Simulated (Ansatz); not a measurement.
CaF$_{2}$ (fluorite)

```xyz
6
Lattice="0.0000 5.5110 5.5110 2.7555 0.0000 2.7555 2.7555 2.7555 0.0000" Properties=species:S:1:pos:R:3 pbc="T T T"
Ca     0.0000     0.0000     0.0000
Ca     2.7555     5.5110     2.7555
F      1.3777     1.3777     1.3777
F      1.3777     4.1332     4.1332
F      4.1332     4.1332     4.1332
F      4.1332     6.8887     6.8887
```

A phonon eigenvector at L = (0.5, 0.0, 0.0) is frozen into this cell: atom i moves by Q times the vector below, so Q is the largest atomic displacement, in Å. The cell is held. (q is in reciprocal vectors of the primitive cell; the cell shown is doubled to hold the pattern.)

```tsv
atom	x	y	z
Ca1	0.577	-0.577	-0.577
Ca2	-0.577	0.577	0.577
F3	-0.524	0.524	0.524
F4	0.524	-0.524	-0.524
F5	0.524	-0.524	-0.524
F6	-0.524	0.524	0.524
```

These are PBE (plane waves to 420 eV, PAW, scalar-relativistic; Ansatz, an electronic-structure program) values and carry that method's errors. k mesh 5×10×10 (Γ-centred), Fermi-Dirac smearing 0.05 eV. CaF2 was relaxed with its symmetry unable to fall.

At one point of the scan the forces (eV/Å) are:

```json
[
 {"atom": "Ca1", "Fx": "-0.642", "Fy": "0.642", "Fz": "0.642"},
 {"atom": "Ca2", "Fx": "0.642", "Fy": "-0.642", "Fz": "-0.642"},
 {"atom": "F3", "Fx": "0.280", "Fy": "-0.280", "Fz": "-0.280"},
 {"atom": "F4", "Fx": "-0.272", "Fy": "0.272", "Fz": "0.272"},
 {"atom": "F5", "Fx": "-0.280", "Fy": "0.280", "Fz": "0.280"},
 {"atom": "F6", "Fx": "0.272", "Fy": "-0.272", "Fz": "-0.272"}
]
```

Q: Which point is it?
(A) Q = 0.017 Å
(B) Q = 0.100 Å
(C) Q = 0.067 Å
(D) Q = 0.050 Å

A: C, Q = 0.067 Å

(For displaced atoms, the force is minus the slope of the energy, and its curvature is a force constant, which sets phonon frequencies.)
